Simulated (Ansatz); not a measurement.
## Be$_{2}$C in Ansatz, settings compared

The command:

```bash
ansatz run input.yaml --threads 1 --pin off --max-ram 2560MiB --backend cpu --events-out ev --progress --plain --runs-dir out
```

The input file (Ansatz 0.2.0, plane waves):

```yaml
crystal:
  lattice:
    - [0.0, 2.172496, 2.172496]
    - [2.172496, 0.0, 2.172496]
    - [2.172496, 2.172496, 0.0]
  atoms:
    - { symbol: Be, position: [0.25, 0.25, 0.25] }
    - { symbol: Be, position: [0.75, 0.75, 0.75] }
    - { symbol: C, position: [0.0, 0.0, 0.0] }
  symmetry: { tolerance: 0.0003 }
kpoints:
  mp_grid: { grid: [7, 7, 7], shift: [0, 0, 0] }
magnetization:
  spin_polarized: false
scf:
  occupations: { method: cold, width: 0.0165 }
hamiltonian:
  pseudopotentials: { kind: paw }
  xc: pbesol
basis:
  ecutwfc: 420
output:
  forces: true
  stress: true
  eigenvalues: true
  write_density: true
  write_potential: true
  elf: true
  volumetric_format: npy
```

Origin of the cell: a database entry, scaled a little.

Output of this run (shortened):

```
Pseudopotentials: kind: paw
Pseudopotential: Be, paw, valence charge 2, recommended cutoff 420 eV (normal), Be.paw.azcp
Pseudopotential: C, paw, valence charge 4, recommended cutoff 420 eV (normal), C.paw.azcp
Functional definition: PBEsol
  exchange = pbesol_x
  correlation = pbesol_c
Crystal: 3 atoms, lattice volume = 20.507 Å³
Basis set: ecut = 420 eV, 411 PW (Γ), exchange–correlation on 48×48×48 points (8 copies of the dense FFT grid, shifted against one another)
Bands: 8, of which v1, the nominal top of the filled ones, is band 4 counted from 1 (3 counted from 0)
Symmetry: 48 space group operations
Space group: Fm-3m (ITA 225), of the structure as read, at distance tolerance 8.2e-4 Å
k-points: 20 of 343
[… 4 lines left out …]
Initial density: superposition of atomic densities (neutral atoms: chi_scale 0, normalization atom), corrected by the library's trained network
Functional: x = pbesol(κ = 0.804, μ = 0.123457), c = pbesol(β = 0.046)
SCF iter   1: F=—  HF=-428.162188 eV  Δρ=5.23e-3  dr2=6.91e-3
SCF iter   2: F=—  HF=-428.160083 eV  S|Δr|=    0.00e0  Δρ=1.35e-3  dr2=2.85e-4
SCF iter   3: F=—  HF=-428.159963 eV  S|Δr|=    0.00e0  Δρ=4.22e-4  dr2=2.45e-5
SCF iter   4: F=—  HF=-428.159922 eV  S|Δr|=    0.00e0  Δρ=3.96e-5  dr2=1.33e-7
SCF iter   5: F=-428.159922 eV  HF=-428.159922 eV  S|Δr|=    0.00e0  Δρ=3.40e-6  dr2=2.41e-9
SCF 1 converged in 5 iterations: F = -428.159922 eV  dr2 = 2.41e-9
SCF converged after 5 iterations
Stability not checked: this state was not tested for a lower state beside it, because cold or Methfessel-Paxton smearing, or corrected tetrahedra, fill the levels in a way that the test cannot read (fill_not_monotonic; […]
Free energy (F): -428.159922 eV
Harris-Foulkes:  -428.159922 eV  (|F-HF|=1.61e-9)
Internal energy: -428.159922 eV  (E = F + TS)
E sigma→0 (E₀):  -428.159922 eV
Fermi energy:    10.080482 eV
--- Per-component energies (eV) ---
  E_band       = 24.124901
  E_kinetic    = 134.416324
  E_local      = -87.454022  (includes V_loc(G=0)·N_el)
  E_nonlocal   = 35.194984
  E_hartree    = 27.221606
  E_xc         = -88.533436
  E_vxc        = -103.044174  (∫ρ·V_xc dr)
  E_paw        = -209.741719  (= ΣΔE_a)
  E_vpaw       = -9.431887  (= ΣTr[D̂ρ^β])
  E_aug_tail   = 0.000008  (compensation charges beyond the density's cutoff)
  E_ewald      = -239.303830
  E_core_change = 0.040163  (= ΣΔE_core)
  E_smearing   = -0.000000  (= −TS)
  Σ components = -428.159922   (vs F -428.159922, Δ=0.00e0)
--- Forces (eV/Å), atoms counted from 1 ---
  atom   1  Be     0.000000     0.000000     0.000000
  atom   2  Be    -0.000000     0.000000     0.000000
  atom   3  C     -0.000000    -0.000000    -0.000000
  max |Σ_I F_I| component: 7.40e-17 eV/Å
--- Stress (GPa, compression-positive) ---
       -4.713961       0.000000      -0.000000
        0.000000      -4.713961       0.000000
        0.000000      -0.000000      -4.713961
  P = ⅓ Tr σ = -4.7140 GPa (-47.140 kbar)
```

The same input was run again with these changes:

1. `kpoints.mp_grid.shift` [0, 0, 0] → [0.5, 0.5, 0.5]
2. `scf.mixing.preconditioner` default → none
3. `accuracy` default → medium
4. `scf.algorithm` default → density_mixing; `hamiltonian.xc` pbesol → pbe; `scf.occupations.width` 0.0165 → 0.1

```csv
run,end,SCF iterations,P (GPa),max force component (eV/Å),moment (μB),ΔE(σ→0) (meV/atom)
base,converged,5,-4.71,0.000,–,0
1,converged,5,-4.70,0.001,–,-0.61
2,converged,5,-4.71,0.000,–,0.00
3,converged,5,-4.71,0.000,–,0.00
4,converged,5,-2.28,0.000,–,–
```

Energies are compared only where functional, datasets, charge and starting cell are the same.

Run 1: the k mesh keeps only part of the crystal's symmetry.

Time of the base run: 0.57 s on 1 thread of Arm Neoverse V2 (shared host), peak memory 0.25 GiB, from the program's own first density.
